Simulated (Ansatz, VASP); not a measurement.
Given: the input of a run of VASP 6.6.1 on BAs. 

The input INCAR:

```
SYSTEM = BAs
  PREC = Accurate
  ENCUT = 600
  EDIFF = 1E-7
  ISMEAR = -1
  SIGMA = 0.05
  LREAL = .False.
  LASPH = .True.
  NELM = 80
  ALGO = Normal
  ISIF = 3
  LWAVE = .False.
  LCHARG = .False.
  GGA = B5
  ALDAX = 1.0
  AGGAX = 1.0
  AGGAC = 1.0
  ALDAC = 0.0
  IBRION = 2
  NSW = 40
  EDIFFG = -0.005
```

File KPOINTS:

```
Automatic mesh
0
Gamma
  10 10 10
  0 0 0
```

Contents of POSCAR:

```
BAs
1.0
    0.0000000000      2.3885000000      2.3885000000
    2.3885000000      0.0000000000      2.3885000000
    2.3885000000      2.3885000000      0.0000000000
As B
1 1
Direct
    0.7500000000      0.7500000000      0.7500000000
    0.0000000000      0.0000000000      0.0000000000
```

Potentials or basis: VASP PAW PBE potentials, release 64 (As, B).

Command:

```console
$ cat potpaw_PBE.64/As/POTCAR potpaw_PBE.64/B/POTCAR > POTCAR
$ mpirun -np 1 vasp_std > vasp.out
```

Problem. Set up the same calculation for Ansatz 0.2.0. Potentials or basis there: all-electron LAPW, scalar-relativistic.

Solution. As run (cutoffs and basis follow the program's own potentials, and thresholds, step limits or extra output files can differ):

Contents of input.yaml:

```yaml
crystal:
  lattice:
    - [0.0, 2.3885, 2.3885]
    - [2.3885, 0.0, 2.3885]
    - [2.3885, 2.3885, 0.0]
  atoms:
    - { symbol: As, position: [0.75, 0.75, 0.75] }
    - { symbol: B, position: [0.0, 0.0, 0.0] }
kpoints:
  mp_grid: { grid: [10, 10, 10] }
scf:
  occupations: { method: fermi_dirac, width: 0.05 }
hamiltonian:
  xc: blyp
  pseudopotentials: { kind: all_electron, lapw: { basis_error: 0.001 } }
output:
  forces: true
  stress: true
relax:
  f_tol: 0.005
  max_steps: 60
  cell: {}
```

Potentials or basis: all-electron LAPW, scalar-relativistic.

Launch:

```bash
$ ansatz run input.yaml --threads 1 --pin off --max-ram 3072MiB --backend cpu --events-out ev --progress --plain --runs-dir out
```

Both were run:

|  | VASP | Ansatz |
| --- | --- | --- |
| Relaxed volume | 14.54 Å³/atom | 14.46 Å³/atom |
| Relaxed cell | a = 3.452 Å, b = 3.452 Å, c = 3.452 Å, α = 60.00°, β = 60.00°, γ = 60.00° | a = 3.445 Å, b = 3.445 Å, c = 3.445 Å, α = 60.00°, β = 60.00°, γ = 60.00° |
| Space group after relaxing | F-43m (No. 216) | F-43m (No. 216) |
| Pressure after relaxing | 0.0 GPa | 0.0 GPa |

VASP's potentials were made for PBE.

Where Ansatz's input types no cutoff or centring, it takes its own default and a Γ-centred mesh.

Pressure is positive in compression.
